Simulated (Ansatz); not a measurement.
# BN (P1) in Ansatz: notebook

One crystal, BN, is run at these levels: r2SCAN; tasks: single point, equation of state.

Program: Ansatz 0.2.0. These are calculated values, not measurements. Logs are shortened: lines on timing, memory, paths and dates and some standing lists are left out, and cuts for length are marked.

**1. The structure**

The typed cell holds 2 atoms: a = 2.508 Å, b = 2.508 Å, c = 3.274 Å, α = 101.11°, β = 101.11°, γ = 119.81°.

The cell comes from a database or a generator and needn't be the stable form of this composition.

**2. Single point, r2SCAN, 7.75 Å³/atom (volume scaled by 0.94)**

File input.yaml:

```yaml
crystal:
  lattice:
    - [2.4568420491, 0.0, 0.0]
    - [-1.2212605467, 2.1318056974, 0.0]
    - [-0.6177907512, -1.0659028487, 2.960838197]
  atoms:
    - { symbol: "N", position: [0.668506, 0.332385, 0.984999] }
    - { symbol: B, position: [0.979643, 0.983499, 0.001806] }
hamiltonian:
  xc: r2scan
  pseudopotentials: { kind: paw }
kpoints:
  mp_grid: { grid: [13, 13, 9] }
scf:
  occupations: { method: fermi_dirac, width: 0.05 }
output:
  forces: true
  stress: true
  eigenvalues: true
  write_density: true
  write_potential: true
  elf: true
  volumetric_format: npy
```

Potentials or basis: Ansatz PAW.

Launch:

```bash
ansatz run input.yaml --threads 2 --pin off --max-ram 5632MiB --backend cpu --events-out ev --progress --plain --runs-dir out
```

Log:

```text
Warning: RAYON_NUM_THREADS=2 ignored (pool sized by the plan → 2); use --threads N
Engine: ansatz 0.2.0, x86_64-unknown-linux-gnu
Pseudopotentials: kind: paw
Pseudopotential: N, paw, valence charge 5, recommended cutoff 500 eV (meta_gga), N.paw.azcp
Pseudopotential: B, paw, valence charge 3, recommended cutoff 500 eV (meta_gga), B.paw.azcp
Functional definition: r2SCAN
  parameter k0 = 0.174
  parameter k1 = 0.065
  parameter a1 = 4.9479
  exchange = r2scan_x(k0 = k0, k1 = k1, a1 = a1)
  correlation = r2scan_c
Crystal: 2 atoms, lattice volume = 15.507 Å³
Basis set: ecut = 500 eV, 397 PW (Γ), exchange–correlation on 72×72×96 points (64 copies of the dense FFT grid, shifted against one another)
Bands: 8, of which v1, the nominal top of the filled ones, is band 4 counted from 1 (3 counted from 0)
Symmetry: 1 space group operations
Space group: P1 (ITA 1), of the structure as read, at distance tolerance 2.5e-5 Å
k-points: 761 of 1521 (time reversal used)
Non-local potential: N, projectors of the file, l = 0: 2, l = 1: 2, l = 2: 1
Non-local potential: B, projectors of the file, l = 0: 2, l = 1: 2, l = 2: 1
PAW form: soft (Blöchl's): semilocal exchange-correlation on the pseudo side does not see the compensation charge
PAW frozen core: N, regenerated for the run's functional (the file was generated under x = pbe(κ = 0.804, μ = 0.2195149727645171), c = pbe(β = 0.06672455060314922))
PAW frozen core: B, regenerated for the run's functional (the file was generated under x = pbe(κ = 0.804, μ = 0.2195149727645171), c = pbe(β = 0.06672455060314922))
PAW one-centre angular grid: N, 302 points (default); XC on 160 Gauss nodes
PAW one-centre angular grid: B, 302 points (default); XC on 160 Gauss nodes
Initial density: superposition of atomic densities (neutral atoms: chi_scale 0, normalization atom), corrected by the library's trained network
Initial wavefunctions: pseudopotential atomic-orbital guess
Functional: x = r2scan, c = r2scan; τ floored in thin density (d = 2e-4 eV/Å³)
SCF iter   1: F=—  HF=-543.839502 eV  |F-HF|=—  |Δ(HF+E_count)|=         —  Δρ=1.01e-2  dr2=1.16e-2  dr2_τ=4.02e-1  ethr=1.77e-3  ⟨swp⟩=4.9  Hψ=41662  notcnv=0
preconditioner: auto → none  [insulator: Δε(μ)=3.309 eV  Ē_g=20.746 eV  σ=0.050 eV  W_gap=1.00  n_scr=2 (ndim 8)  ℏωp=26.7 eV  f_vac=0.000  D(μ)=0.00/eV (n_scr^D=0)  ε∞_Penn≈2.7]
SCF iter   2: F=—  HF=-543.907700 eV  |F-HF|=—  |Δ(HF+E_count)|=   6.82e-2  Δρ=5.75e-3  dr2=1.99e-3  dr2_τ=2.32e-4  ethr=1.45e-4  ⟨swp⟩=2.0  Hψ=18270  notcnv=0
SCF iter   3: F=—  HF=-543.907560 eV  |F-HF|=—  |Δ(HF+E_count)|=   1.40e-4  Δρ=1.32e-3  dr2=1.27e-4  dr2_τ=4.74e-5  ethr=2.48e-5  ⟨swp⟩=2.0  Hψ=8636  notcnv=0
SCF iter   4: F=—  HF=-543.907567 eV  |F-HF|=—  |Δ(HF+E_count)|=   7.19e-6  Δρ=2.32e-4  dr2=5.44e-6  dr2_τ=4.62e-7  ethr=1.59e-6  ⟨swp⟩=2.7  Hψ=9554  notcnv=0
SCF iter   5: F=—  HF=-543.907566 eV  |F-HF|=—  |Δ(HF+E_count)|=   8.40e-7  Δρ=8.84e-5  dr2=7.99e-7  dr2_τ=5.73e-8  ethr=6.80e-8  ⟨swp⟩=2.1  Hψ=8933  notcnv=0
SCF iter   6: F=-543.907566 eV  HF=-543.907566 eV  |F-HF|=1.24e-8  |Δ(HF+E_count)|=   1.02e-7  Δρ=2.40e-5  dr2=6.25e-8  dr2_τ=1.54e-9  ethr=1.25e-9  ⟨swp⟩=6.7  Hψ=37641  notcnv=0
SCF 1 converged in 6 iterations: F = -543.907566 eV  dr2 = 6.25e-8
SCF converged after 6 iterations
Free energy (F): -543.907566 eV
Harris-Foulkes:  -543.907566 eV  (|F-HF|=1.24e-8)
Internal energy: -543.907566 eV  (E = F + TS)
E sigma→0 (E₀):  -543.907566 eV
Fermi energy:    8.286792 eV
--- Per-component energies (eV) ---
  E_band       = -11.783003
  E_kinetic    = 186.990513
  E_local      = -296.806648  (includes V_loc(G=0)·N_el)
  E_nonlocal   = 57.850948
  E_hartree    = 92.164913
  E_xc         = -91.898121
  E_vxc        = -127.374078  (∫ρ·V_xc dr)
  E_paw        = -210.229103  (= ΣΔE_a)
  E_vpaw       = -23.968602  (= ΣTr[D̂ρ^β])
  E_aug_tail   = 0.000019  (compensation charges beyond the density's cutoff)
  E_vtau       = 7.197585  (kinetic-family band-sum trace: ∫τ·v_τ [+ j·A + Jᵃ·Aᵃ] dr)
  E_ewald      = -281.932080
  E_core_change = -0.048007  (= ΣΔE_core)
  E_smearing   = -0.000000  (= −TS)
  E_closure    = -0.000000  (closes the sum)
  Σ components = -543.907566   (vs F -543.907566, Δ=0.00e0)
--- Forces (eV/Å), atoms counted from 1 ---
  atom   1  N     -1.92368163    -2.41949129     0.58651606
  atom   2  B      1.92363954     2.41945999    -0.58655136
  max |Σ_I F_I| component: 4.21e-5 eV/Å
--- Stress (GPa, compression-positive) ---
       16.688034      -7.040172       0.706330
       -7.040105      33.612390       1.403907
        0.706365       1.403858       8.781818
  P = ⅓ Tr σ = 19.6941 GPa (196.941 kbar)
--- Band table (eV; the first three rows and the last of 761) ---
  k-point 0: bands = ["-13.1813", "2.4338", "4.0265", "5.7768", "12.7423", "18.0095", "20.1929", "21.4414"]
  k-point 1: bands = ["-13.1133", "1.8891", "4.0240", "5.7714", "13.5468", "17.9788", "20.1909", "21.4068"]
  k-point 2: bands = ["-12.9333", "0.7237", "4.0173", "5.7559", "15.4043", "17.9036", "20.1854", "21.3104"]
  k-point 760: bands = ["-9.8461", "-2.4884", "1.1280", "5.1253", "12.8890", "17.0592", "20.1551", "25.3802"]
```

It took 8.3 s on 2 threads of Intel Xeon Platinum 8488C (Sapphire Rapids), shared host; peak memory 0.53 GiB.

Results:

| Property | Result |
| --- | --- |
| Free energy | -543.9076 eV |
| Pressure | 19.7 GPa |
| Largest force | 3.146 eV/Å |
| Band gap on the k mesh | 3.26 eV, indirect (least direct gap 5.32 eV) |

Caveat: odd divisions of the mesh miss points on the zone boundary, where band edges often lie, so the gap on the mesh can be too wide; the PAW data sets come from PBE, with cores solved anew for the run's functional, which leaves a small shift of forces and pressure; forces of over 1 eV/Å show positions far from the minimum, so gaps and moduli don't describe the material at rest.

**3. Single point, r2SCAN, 7.92 Å³/atom (volume scaled by 0.96)**

File input.yaml:

```yaml
crystal:
  lattice:
    - [2.4741443238, 0.0, 0.0]
    - [-1.2298612564, 2.1468189082, 0.0]
    - [-0.6221415337, -1.0734094541, 2.9816898573]
  atoms:
    - { symbol: "N", position: [0.668506, 0.332385, 0.984999] }
    - { symbol: B, position: [0.979643, 0.983499, 0.001806] }
hamiltonian:
  xc: r2scan
  pseudopotentials: { kind: paw }
kpoints:
  mp_grid: { grid: [13, 13, 9] }
scf:
  occupations: { method: fermi_dirac, width: 0.05 }
output:
  forces: true
  stress: true
  eigenvalues: true
```

Potentials or basis: Ansatz PAW.

Launch:

```bash
ansatz run input.yaml --threads 2 --pin off --max-ram 5632MiB --backend cpu --events-out ev --progress --plain --runs-dir out
```

It took 5.9 s on 2 threads of Intel Xeon Platinum 8488C (Sapphire Rapids), shared host; peak memory 0.54 GiB.

It converged, with:

```
Free energy            : -543.9409 eV
Pressure               : 12.8 GPa
Largest force          : 3.005 eV/Å
Band gap on the k mesh : 3.27 eV, indirect (least direct gap 5.27 eV)
```

Caveat: odd divisions of the mesh miss points on the zone boundary, where band edges often lie, so the gap on the mesh can be too wide; the PAW data sets come from PBE, with cores solved anew for the run's functional, which leaves a small shift of forces and pressure; forces of over 1 eV/Å show positions far from the minimum, so gaps and moduli don't describe the material at rest.

**4. Single point, r2SCAN, 8.08 Å³/atom (volume scaled by 0.98)**

Edit input.yaml of step 3 so:

```diff
@@ -2,5 +2,5 @@
   lattice:
-    - [2.4741443238, 0.0, 0.0]
-    - [-1.2298612564, 2.1468189082, 0.0]
-    - [-0.6221415337, -1.0734094541, 2.9816898573]
+    - [2.4912079273, 0.0, 0.0]
+    - [-1.2383433262, 2.1616250238, 0.0]
+    - [-0.6264323005, -1.0808125118, 3.0022538854]
   atoms:
```

Launch:

```bash
ansatz run input.yaml --threads 2 --pin off --max-ram 5632MiB --backend cpu --events-out ev --progress --plain --runs-dir out
```

Wall time 6 s (2 threads of Intel Xeon Platinum 8488C (Sapphire Rapids), shared host); peak memory 0.54 GiB.

Results (log left out):

- Free energy: -543.9607 eV
- Pressure: 6.5 GPa
- Largest force: 2.871 eV/Å
- Band gap on the k mesh: 3.29 eV, indirect (least direct gap 5.21 eV)

Caveat: odd divisions of the mesh miss points on the zone boundary, where band edges often lie, so the gap on the mesh can be too wide; the PAW data sets come from PBE, with cores solved anew for the run's functional, which leaves a small shift of forces and pressure; forces of over 1 eV/Å show positions far from the minimum, so gaps and moduli don't describe the material at rest.

**5. Single point, r2SCAN, 8.25 Å³/atom**

Edit input.yaml of step 4 so:

```diff
@@ -2,5 +2,5 @@
   lattice:
-    - [2.4912079273, 0.0, 0.0]
-    - [-1.2383433262, 2.1616250238, 0.0]
-    - [-0.6264323005, -1.0808125118, 3.0022538854]
+    - [2.5080409239, 0.0, 0.0]
+    - [-1.2467107647, 2.1762310413, 0.0]
+    - [-0.6306650796, -1.0881155206, 3.02254]
   atoms:
```

Launch:

```bash
ansatz run input.yaml --threads 2 --pin off --max-ram 5632MiB --backend cpu --events-out ev --progress --plain --runs-dir out
```

It took 6.1 s on 2 threads of Intel Xeon Platinum 8488C (Sapphire Rapids), shared host; peak memory 0.55 GiB.

Results (log left out):

| Quantity | Value |
| --- | --- |
| Free energy | -543.9680 eV |
| Pressure | 0.8 GPa |
| Largest force | 2.744 eV/Å |
| Band gap on the k mesh | 3.29 eV, indirect (least direct gap 5.16 eV) |

Caveat: odd divisions of the mesh miss points on the zone boundary, where band edges often lie, so the gap on the mesh can be too wide; the PAW data sets come from PBE, with cores solved anew for the run's functional, which leaves a small shift of forces and pressure; forces of over 1 eV/Å show positions far from the minimum, so gaps and moduli don't describe the material at rest.

**6. Single point, r2SCAN, 8.41 Å³/atom (volume scaled by 1.02)**

Edit input.yaml of step 5 so:

```diff
@@ -2,5 +2,5 @@
   lattice:
-    - [2.5080409239, 0.0, 0.0]
-    - [-1.2467107647, 2.1762310413, 0.0]
-    - [-0.6306650796, -1.0881155206, 3.02254]
+    - [2.5246509505, 0.0, 0.0]
+    - [-1.254967368, 2.1906435874, 0.0]
+    - [-0.6348417913, -1.0953217937, 3.0425574046]
   atoms:
```

Potentials or basis: Ansatz PAW.

Launch:

```bash
ansatz run input.yaml --threads 2 --pin off --max-ram 5632MiB --backend cpu --events-out ev --progress --plain --runs-dir out
```

Run time: 6.2 s. Hardware: 2 threads of Intel Xeon Platinum 8488C (Sapphire Rapids), shared host; peak memory 0.55 GiB.

Results (log left out):

```
Free energy            : -543.9641 eV
Pressure               : -4.5 GPa
Largest force          : 2.624 eV/Å
Band gap on the k mesh : 3.30 eV, indirect (least direct gap 5.11 eV)
```

Caveat: odd divisions of the mesh miss points on the zone boundary, where band edges often lie, so the gap on the mesh can be too wide; the PAW data sets come from PBE, with cores solved anew for the run's functional, which leaves a small shift of forces and pressure; forces of over 1 eV/Å show positions far from the minimum, so gaps and moduli don't describe the material at rest.

**7. Single point, r2SCAN, 8.58 Å³/atom (volume scaled by 1.04)**

Edit input.yaml of step 6 so:

```diff
@@ -2,5 +2,5 @@
   lattice:
-    - [2.5246509505, 0.0, 0.0]
-    - [-1.254967368, 2.1906435874, 0.0]
-    - [-0.6348417913, -1.0953217937, 3.0425574046]
+    - [2.5410452472, 0.0, 0.0]
+    - [-1.2631167351, 2.2048689444, 0.0]
+    - [-0.6389642561, -1.1024344721, 3.0623148244]
   atoms:
```

Launch:

```bash
ansatz run input.yaml --threads 2 --pin off --max-ram 5632MiB --backend cpu --events-out ev --progress --plain --runs-dir out
```

Wall time 6.9 s (2 threads of Intel Xeon Platinum 8488C (Sapphire Rapids), shared host); peak memory 0.55 GiB.

It converged, with:

```yaml
Free_energy: -543.9498 eV
Pressure: -9.3 GPa
Largest_force: 2.510 eV/Å
Band_gap_on_the_k_mesh: 3.31 eV, indirect (least direct gap 5.06 eV)
```

Caveat: odd divisions of the mesh miss points on the zone boundary, where band edges often lie, so the gap on the mesh can be too wide; the PAW data sets come from PBE, with cores solved anew for the run's functional, which leaves a small shift of forces and pressure; forces of over 1 eV/Å show positions far from the minimum, so gaps and moduli don't describe the material at rest.

**8. Single point, r2SCAN, 8.74 Å³/atom (volume scaled by 1.06)**

Edit input.yaml of step 7 so:

```diff
@@ -2,5 +2,5 @@
   lattice:
-    - [2.5410452472, 0.0, 0.0]
-    - [-1.2631167351, 2.2048689444, 0.0]
-    - [-0.6389642561, -1.1024344721, 3.0623148244]
+    - [2.5572306852, 0.0, 0.0]
+    - [-1.2711622815, 2.2189130743, 0.0]
+    - [-0.6430342018, -1.1094565371, 3.0818205403]
   atoms:
```

Launch:

```bash
ansatz run input.yaml --threads 2 --pin off --max-ram 5632MiB --backend cpu --events-out ev --progress --plain --runs-dir out
```

Run time: 6.9 s. Hardware: 2 threads of Intel Xeon Platinum 8488C (Sapphire Rapids), shared host; peak memory 0.56 GiB.

It converged, with:

```yaml
Free_energy: -543.9261 eV
Pressure: -13.7 GPa
Largest_force: 2.402 eV/Å
Band_gap_on_the_k_mesh: 3.31 eV, indirect (least direct gap 5.01 eV)
```

Caveat: odd divisions of the mesh miss points on the zone boundary, where band edges often lie, so the gap on the mesh can be too wide; the PAW data sets come from PBE, with cores solved anew for the run's functional, which leaves a small shift of forces and pressure; forces of over 1 eV/Å show positions far from the minimum, so gaps and moduli don't describe the material at rest.

**9. Equation of state, r2SCAN**

Potentials or basis: Ansatz PAW.

This step only gathers the single runs of the series.

What came out:

```yaml
Equilibrium_volume: 8.27 Å³/atom
Bulk_modulus_at_fixed_shape_and_positions: 272 GPa
Pressure_derivative_of_the_bulk_modulus: 3.6
```

Energy against volume, from the lowest point:
```csv
volume (Å³/atom),energy (meV/atom)
7.754,30.24
7.919,13.57
8.084,3.69
8.249,0.00
8.414,1.97
8.579,9.10
8.744,20.95
```

Caveat: the cell was scaled at fixed shape and fractional positions, which overstates the stiffness of a crystal with free parameters, most of all of layers and chains; the PAW data sets were made with another functional, which shifts forces and pressure a little.
